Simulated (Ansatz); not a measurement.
# Rh(111) / 3 layers Zn(0001) / Rh(111): resistance against film thickness, part 2 of 2

Wanted: interface resistance and thickness dependence for Rh(111) / 3 layers Zn(0001) / Rh(111).

Ansatz 0.2.0; Ansatz plane-wave DFT, PBE, PAW files; ballistic transport by layer matching (Landauer), zero bias.

So far. Step 2 (With 3 layers): The lead's potential steps by 12 meV from period to period, small in itself. The program estimates the junction's conductance to 3.7 % from the k-mesh, 0.7 % from the leads' distance from neutral and 4.5 % from their steps. Step 3 (With 5 layers, film layers 5): The conductance of the junction is 7.9e14 S/m², 13 % under the 9.1e14 S/m² of the last finished run.

## Step 4: With 6 layers, film layers 6

The stack now holds 6 film layers; the k-mesh follows the cell, and the energies span -0.27 to 0.27 eV.

System of this step: Rh(111) / 6 layers Zn(0001) / Rh(111). The cell holds 14 atoms: 8 Rh and 6 Zn. Cell: a = 2.689 Å, b = 2.689 Å, c = 32.175 Å, α = 92.4°, β = 87.6°, γ = 120.0°. It derives from Rh and Zn. Regions: lead, 8 atoms (8 Rh); films, 6 atoms (6 Zn). The structure is stacked along c, and the current runs across the ab planes.

The input, input.yaml:

```yaml
crystal:
  lattice:
    - [2.6891977995, 0.0, 0.0]
    - [-1.3445988998, 2.3289136102, 0.0]
    - [1.3445988998, -0.7763045367, 32.1378137739]
  atoms:
    - { symbol: Rh, position: [0.9886129943, 0.0113870057, 0.0341610171] }
    - { symbol: Rh, position: [0.2991723163, 0.7008276837, 0.1024830512] }
    - { symbol: Rh, position: [0.6097316382, 0.3902683618, 0.1708050853] }
    - { symbol: Rh, position: [0.9202909602, 0.0797090398, 0.2391271194] }
    - { symbol: Zn, position: [0.2296421843, 0.7703578157, 0.311073447] }
    - { symbol: Zn, position: [0.5377853106, 0.4622146894, 0.3866440682] }
    - { symbol: Zn, position: [0.1792617702, 0.8207382298, 0.4622146894] }
    - { symbol: Zn, position: [0.4874048965, 0.5125951035, 0.5377853106] }
    - { symbol: Zn, position: [0.1288813561, 0.8711186439, 0.6133559318] }
    - { symbol: Zn, position: [0.4370244823, 0.5629755177, 0.688926553] }
    - { symbol: Rh, position: [0.7463757065, 0.2536242935, 0.7608728806] }
    - { symbol: Rh, position: [0.0569350284, 0.9430649716, 0.8291949147] }
    - { symbol: Rh, position: [0.3674943504, 0.6325056496, 0.8975169488] }
    - { symbol: Rh, position: [0.6780536724, 0.3219463276, 0.9658389829] }
kpoints:
  mp_grid: { grid: [16, 16, 1] }
hamiltonian:
  xc: pbe
scf:
  occupations: { method: fermi_dirac, width: 0.1 }
output:
  transmission:
    leads: [[0, 1]]
    kmesh: [32, 32]
    e_range: [-0.27, 0.27]
    de: 0.036
  write_potential: true
  write_density: true
  volumetric_format: npy
```

Started as:

```
ansatz run input.yaml --threads 4 --pin off --max-ram 8192MiB --backend cpu --events-out ev --progress --plain --runs-dir out
```

Numbers of over 12 decimals in the logs are rounded to 6 here.

The program printed:

```text
[...]
--- Transmission ---
  basis      : 55 plane waves across, 50 finite elements along
  points     : 273, standing for a mesh of 32 x 32
[...]
filled         : 12.6 meV under the level at which it is neutral
    channels       : 1.792969e0 a spin
[...]
slowest decay  : 0.0693 /Å at (0.4062, 0.1875)
  junction   : crystal 0 to crystal 0, 0.70 to 30.64 Å
    transmission   : 6.005763e-1 a spin
[...]
resistance     : 9.0032e-4 Ω µm² beyond half of each lead's own
[key lines of the parts left out:]
SCF converged after 11 iterations
Free energy (F): -71137.704226 eV
Fermi energy:    17.211591 eV
```

The job ended after 3.3 min (4 threads of Arm Neoverse V2, shared host; peak memory 1.6 GiB; 12 min of CPU time).

Numbers from this step:

* free energy: -71137.7042 eV
* energy at zero smearing: -71137.4972 eV
* Fermi energy: 17.21 eV
* step of the lead's potential: 11.3 meV
* estimated errors of the lead's conductance: 0, 3, 0.3 % (band edges, k-mesh, distance from neutral)
* conductance of the junction: 7.41e14 S/m²
* junction conductance per cell: 0.5988 G₀
* estimated errors of the junction's conductance: 0.4, 0.2, 3.9, 7.3, 1 % (energy step, band edges, k-mesh, leads' steps, distance from neutral)
* area resistance that the stack adds (contact term taken off, spin by spin): 0.9003 fΩ m²

Per spin. Transmission, zone mean against energy, zero at the Fermi level:

| energy (eV) | transmission, zone mean |
| --- | --- |
| -0.270 | 0.555 |
| -0.234 | 0.574 |
| -0.198 | 0.581 |
| -0.162 | 0.558 |
| -0.126 | 0.571 |
| -0.090 | 0.584 |
| -0.054 | 0.572 |
| -0.018 | 0.586 |
| 0.018 | 0.601 |
| 0.054 | 0.628 |
| 0.090 | 0.655 |
| 0.126 | 0.663 |
| 0.162 | 0.674 |
| 0.198 | 0.691 |
| 0.234 | 0.668 |
| 0.270 | 0.648 |

The conductance of the junction is 7.4e14 S/m², 6.6 % under the 7.9e14 S/m² of the last finished run, no more than the error estimates, leads' steps apart, of 3.4 and 3.9 % together.

## Step 5: With 8 layers, film layers 8

The stack now holds 8 film layers; the k-mesh follows the cell, and the energies span -0.27 to 0.27 eV.

System of this step: Rh(111) / 8 layers Zn(0001) / Rh(111). The cell holds 16 atoms: 8 Rh and 8 Zn. Its edges and angles: a = 2.689 Å, b = 2.689 Å, c = 37.028 Å, α = 92.1°, β = 87.9°, γ = 120.0°. It derives from Rh and Zn. Regions: lead, 8 atoms (8 Rh); films, 8 atoms (8 Zn). The structure is stacked along c, and the current runs across the ab planes.

The input, input.yaml:

```yaml
crystal:
  lattice:
    - [2.6891977995, 0.0, 0.0]
    - [-1.3445988998, 2.3289136102, 0.0]
    - [1.3445988998, -0.7763045367, 36.9951628751]
  atoms:
    - { symbol: Rh, position: [0.9901080725, 0.0098919275, 0.0296757824] }
    - { symbol: Rh, position: [0.3036575509, 0.6963424491, 0.0890273473] }
    - { symbol: Rh, position: [0.6172070293, 0.3827929707, 0.1483789121] }
    - { symbol: Rh, position: [0.9307565077, 0.0692434923, 0.207730477] }
    - { symbol: Zn, position: [0.2432565077, 0.7567434923, 0.270230477] }
    - { symbol: Zn, position: [0.5547070293, 0.4452929707, 0.3358789121] }
    - { symbol: Zn, position: [0.1994908842, 0.8005091158, 0.4015273473] }
    - { symbol: Zn, position: [0.5109414059, 0.4890585941, 0.4671757824] }
    - { symbol: Zn, position: [0.1557252608, 0.8442747392, 0.5328242176] }
    - { symbol: Zn, position: [0.4671757824, 0.5328242176, 0.5984726527] }
    - { symbol: Zn, position: [0.1119596374, 0.8880403626, 0.6641210879] }
    - { symbol: Zn, position: [0.423410159, 0.576589841, 0.729769523] }
    - { symbol: Rh, position: [0.735910159, 0.264089841, 0.792269523] }
    - { symbol: Rh, position: [0.0494596374, 0.9505403626, 0.8516210879] }
    - { symbol: Rh, position: [0.3630091158, 0.6369908842, 0.9109726527] }
    - { symbol: Rh, position: [0.6765585941, 0.3234414059, 0.9703242176] }
kpoints:
  mp_grid: { grid: [16, 16, 1] }
hamiltonian:
  xc: pbe
scf:
  occupations: { method: fermi_dirac, width: 0.1 }
output:
  transmission:
    leads: [[0, 1]]
    kmesh: [32, 32]
    e_range: [-0.27, 0.27]
    de: 0.036
  write_potential: true
  write_density: true
  volumetric_format: npy
```

The program printed:

```text
[...]
Crystal: 16 atoms, lattice volume = 231.697 Å³
Basis set: ecut = 420 eV, 4605 PW (Γ)
Bands: 140, of which v1, the nominal top of the filled ones, is band 116 counted from 1 (115 counted from 0)
Symmetry: 4 space group operations
k-points: 73 of 256
[...]
--- Transmission ---
  basis      : 55 plane waves across, 56 finite elements along
  points     : 273, standing for a mesh of 32 x 32
[...]
filled         : 13.1 meV under the level at which it is neutral
    channels       : 1.792969e0 a spin
[...]
slowest decay  : 0.0702 /Å at (0.4062, 0.1875)
  junction   : crystal 0 to crystal 0, 0.70 to 35.50 Å
    transmission   : 5.366269e-1 a spin
[...]
resistance     : 1.0523e-3 Ω µm² beyond half of each lead's own
[key lines of the parts left out:]
SCF converged after 11 iterations
Free energy (F): -77775.772399 eV
Fermi energy:    16.412745 eV
```

Run time: 3.8 min. Hardware: 4 threads; peak memory 2 GiB.

Numbers from this step:

| Property | Result |
| --- | --- |
| free energy | -77775.7724 eV |
| energy at zero smearing | -77775.5581 eV |
| Fermi energy | 16.41 eV |
| step of the lead's potential | 11.1 meV |
| lead conductance per cell | 1.797 G₀ |
| conductance of the junction | 6.66e14 S/m² |
| junction conductance per cell | 0.5382 G₀ |
| estimated errors of the junction's conductance | 0.5, 0.3, 4, 7.6, 0.8 % (energy step, band edges, k-mesh, leads' steps, distance from neutral) |
| area resistance that the stack adds (contact term taken off, spin by spin) | 1.052 fΩ m² |

Per spin. Transmission, zone mean against energy, zero at the Fermi level:

| energy (eV) | transmission, zone mean |
| --- | --- |
| -0.270 | 0.484 |
| -0.234 | 0.498 |
| -0.198 | 0.510 |
| -0.162 | 0.499 |
| -0.126 | 0.534 |
| -0.090 | 0.543 |
| -0.054 | 0.531 |
| -0.018 | 0.528 |
| 0.018 | 0.537 |
| 0.054 | 0.563 |
| 0.090 | 0.594 |
| 0.126 | 0.586 |
| 0.162 | 0.611 |
| 0.198 | 0.599 |
| 0.234 | 0.602 |
| 0.270 | 0.602 |

The conductance of the junction is 6.7e14 S/m², 10 % under the 7.4e14 S/m² of the last finished run.

## Step 6: With 10 layers, film layers 10

The stack now holds 10 film layers; the k-mesh follows the cell, and the energies span -0.27 to 0.27 eV.

System of this step: Rh(111) / 10 layers Zn(0001) / Rh(111). The cell holds 18 atoms: 8 Rh and 10 Zn. Its edges and angles: a = 2.689 Å, b = 2.689 Å, c = 41.881 Å, α = 91.8°, β = 88.2°, γ = 120.0°. It derives from Rh and Zn. Regions: lead, 8 atoms (8 Rh); films, 10 atoms (10 Zn). The structure is stacked along c, and the current runs across the ab planes.

The input, input.yaml:

```yaml
crystal:
  lattice:
    - [2.6891977995, 0.0, 0.0]
    - [-1.3445988998, 2.3289136102, 0.0]
    - [1.3445988998, -0.7763045367, 41.8525119764]
  atoms:
    - { symbol: Rh, position: [0.991256117, 0.008743883, 0.026231649] }
    - { symbol: Rh, position: [0.3071016843, 0.6928983157, 0.078694947] }
    - { symbol: Rh, position: [0.6229472516, 0.3770527484, 0.1311582451] }
    - { symbol: Rh, position: [0.938792819, 0.061207181, 0.1836215431] }
    - { symbol: Zn, position: [0.253710709, 0.746289291, 0.2388678729] }
    - { symbol: Zn, position: [0.5677009218, 0.4322990782, 0.2968972345] }
    - { symbol: Zn, position: [0.215024468, 0.784975532, 0.354926596] }
    - { symbol: Zn, position: [0.5290146808, 0.4709853192, 0.4129559576] }
    - { symbol: Zn, position: [0.1763382269, 0.8236617731, 0.4709853192] }
    - { symbol: Zn, position: [0.4903284397, 0.5096715603, 0.5290146808] }
    - { symbol: Zn, position: [0.1376519859, 0.8623480141, 0.5870440424] }
    - { symbol: Zn, position: [0.4516421987, 0.5483578013, 0.645073404] }
    - { symbol: Zn, position: [0.0989657448, 0.9010342552, 0.7031027655] }
    - { symbol: Zn, position: [0.4129559576, 0.5870440424, 0.7611321271] }
    - { symbol: Rh, position: [0.7278738477, 0.2721261523, 0.8163784569] }
    - { symbol: Rh, position: [0.043719415, 0.956280585, 0.8688417549] }
    - { symbol: Rh, position: [0.3595649823, 0.6404350177, 0.921305053] }
    - { symbol: Rh, position: [0.6754105497, 0.3245894503, 0.973768351] }
kpoints:
  mp_grid: { grid: [16, 16, 1] }
hamiltonian:
  xc: pbe
scf:
  occupations: { method: fermi_dirac, width: 0.1 }
output:
  transmission:
    leads: [[0, 1]]
    kmesh: [32, 32]
    e_range: [-0.27, 0.27]
    de: 0.036
  write_potential: true
  write_density: true
  volumetric_format: npy
```

The program printed:

```text
[...]
Crystal: 18 atoms, lattice volume = 262.118 Å³
Basis set: ecut = 420 eV, 5179 PW (Γ)
Bands: 154, of which v1, the nominal top of the filled ones, is band 128 counted from 1 (127 counted from 0)
Symmetry: 4 space group operations
k-points: 73 of 256
[...]
--- Transmission ---
  basis      : 55 plane waves across, 62 finite elements along
  points     : 273, standing for a mesh of 32 x 32
[...]
filled         : 12.2 meV under the level at which it is neutral
    channels       : 1.792969e0 a spin
[...]
slowest decay  : 0.0685 /Å at (0.4062, 0.1875)
  junction   : crystal 0 to crystal 0, 0.70 to 40.35 Å
    transmission   : 5.180295e-1 a spin
[...]
resistance     : 1.0958e-3 Ω µm² beyond half of each lead's own
[key lines of the parts left out:]
SCF converged after 12 iterations
Free energy (F): -84413.838210 eV
Fermi energy:    15.796166 eV
```

It took 4.3 min on 4 threads; peak memory 2.4 GiB; 15 min of CPU time.

This step gave:

| Property | Result |
| --- | --- |
| free energy | -84413.8382 eV |
| energy at zero smearing | -84413.6182 eV |
| Fermi energy | 15.80 eV |
| step of the lead's potential | 10.7 meV |
| lead conductance per cell | 1.798 G₀ |
| conductance of the junction | 6.47e14 S/m² |
| junction conductance per cell | 0.5230 G₀ |
| estimated errors of the junction's conductance | 0.4, 0.2, 4.1, 10.1, 0.7 % (energy step, band edges, k-mesh, leads' steps, distance from neutral) |
| area resistance that the stack adds (contact term taken off, spin by spin) | 1.096 fΩ m² |

Per spin. Table of transmission, zone mean by energy, zero at the Fermi level:

| energy (eV) | transmission, zone mean |
| --- | --- |
| -0.270 | 0.526 |
| -0.234 | 0.526 |
| -0.198 | 0.516 |
| -0.162 | 0.518 |
| -0.126 | 0.536 |
| -0.090 | 0.533 |
| -0.054 | 0.514 |
| -0.018 | 0.509 |
| 0.018 | 0.518 |
| 0.054 | 0.552 |
| 0.090 | 0.551 |
| 0.126 | 0.549 |
| 0.162 | 0.545 |
| 0.198 | 0.542 |
| 0.234 | 0.541 |
| 0.270 | 0.523 |

The conductance of the junction is 6.5e14 S/m², 2.8 % under the 6.7e14 S/m² of the last finished run, within the error estimates, leads' steps apart, of 4 and 4.1 %. The estimate from the leads' steps, 10 %, is larger still.

## Step 7: The ladder

Times are for 4 threads of Arm Neoverse V2, shared host. The series side by side:

| no. | film layers | area resistance that the stack adds (contact term taken off, spin by spin) (fΩ m²) | conductance of the junction (S/m²) | time | memory (GiB) |
| --- | --- | --- | --- | --- | --- |
| 1 | 3 | 0.6503 | 9.09e14 | 2.4 min | 0.78 |
| 2 | 5 | 0.8120 | 7.93e14 | 82 s | 1.0 |
| 3 | 6 | 0.9003 | 7.41e14 | 3.3 min | 1.6 |
| 4 | 8 | 1.052 | 6.66e14 | 3.8 min | 2.0 |
| 5 | 10 | 1.096 | 6.47e14 | 4.3 min | 2.4 |

## Step 8: Summary of results

| Quantity | Value |
| --- | --- |
| area resistance, 3 layers | 0.650 fΩ m² |
| area resistance, 5 layers | 0.812 fΩ m² |
| area resistance, 6 layers | 0.900 fΩ m² |
| area resistance, 8 layers | 1.05 fΩ m² |
| area resistance, 10 layers | 1.10 fΩ m² |

What this shows: The stack adds 0.65 fΩ m² with 3 layers and 1.1 fΩ m² with 10. From 5 to 10 layers it grows by 35 %; nothing scatters inside a perfect film, so this is no ohmic growth, and the error estimates, with the leads' steps, cover part of it. With an hcp and an fcc partner, odd and even counts of layers end in unlike stacking at the second interface, which mixes with the effect of thickness. Atoms sit on ideal sites and aren't relaxed. Zn(0001) is stretched by 0.92 % in plane to fit Rh(111), at its own atomic volume. 1 further run is left out: refused by the program, or repeats without effect or without named leads.

[Logs are printed without paths, hosts, clocks, repeated set-up lines and the standing remarks that a program may print on its own settings, such as how far it seeks lower states.]

[Hosts, paths, dates, database ids (printed as entryN), source tags and the programs' standing remarks are cut or masked in the printed files.]
